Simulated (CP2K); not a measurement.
TaN under changes of volume

One of the cells (10.776 Å³/atom); the others are scaled copies at fixed shape and fractional positions:

```xyz
2
Lattice="2.9380 0.0000 0.0000 -1.4690 2.5444 0.0000 0.0000 0.0000 2.8830" Properties=species:S:1:pos:R:3 pbc="T T T"
Ta    0.0000    1.6963    1.4415
N     0.0000    0.0000    0.0000
```

- Program: CP2K 2026.2
- Functional: PBE
- Potentials or basis: POTENTIAL_UZH Ta GTH-PBE-q13, N GTH-PBE-q5; TZVP-MOLOPT-PBE-GTH basis
- Density cutoff: 6123 eV
- k mesh: 10 × 10 × 9
- Occupations: fermi-dirac, width 0.05 eV
- Spin: no spin polarisation

```csv
volume (Å³/atom),energy over the lowest point (meV/atom),pressure (GPa),largest force (eV/Å)
10.129,51.83,25.6,0.004
10.345,?,?,?
10.560,6.60,8.6,0.004
10.776,0.00,1.3,0.000
10.991,2.66,-5.2,0.003
11.207,13.67,-11.1,0.004
11.422,32.17,-16.3,0.000
```

Task: What does the run at 10.345 Å³/atom give?

Result: Energy over the lowest point 23.50 meV/atom; pressure 16.7 GPa; largest force 0.000 eV/Å.

Worked out: A Birch-Murnaghan fit of order 3 (a polynomial in V^(-2/3)) to the other rows has its minimum at 10.82 Å³/atom with B0 = V·E''(V) = 338 GPa and B' = 4.2 at fixed shape and positions, which overstates the stiffness. It gives 23.45 meV/atom at 10.345 Å³/atom, against the run's 23.50, and -dE/dV = 16.6 GPa, against 16.7.

Energies are extrapolated to zero smearing.

Caveats: the basis of atomic orbitals isn't converged, which shifts pressures, moduli and gaps.
